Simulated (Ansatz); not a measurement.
GeTe in space group R3m (No. 160; Ge on 3a, Te on 3a) at seven volumes, DFT-PBEsol in the program Ansatz with PAW potentials, shape and atoms relaxed at each. One row is withheld.

| V (Å³/atom) | P (GPa) |
|---|---|
| 23.876 | 5.40 |
| 24.663 | ? |
| 25.450 | 1.47 |
| 26.237 | 0.00 |
| 27.024 | -1.17 |
| 27.811 | -2.11 |
| 28.599 | -2.85 |

Q: Fit the shown pressures and predict the withheld one.

A: P = (3/2)B₀(x^(7/2) − x^(5/2))[1 + (3/4)(B′ − 4)(x − 1)] with x = (V₀/V)^(2/3). Least squares on the six rows gives V₀ = 26.242 Å³/atom, B₀ = 43.1 GPa, B′ = 6.01. At V = 24.663, x = 1.0422 and P = 3.22 GPa. The run itself gave 3.26 GPa.

The PBEsol relaxation kept the symmetry of its start. Spin–orbit coupling is left out wherever it is not named.

Potentials: the later of the program's two PAW sets.
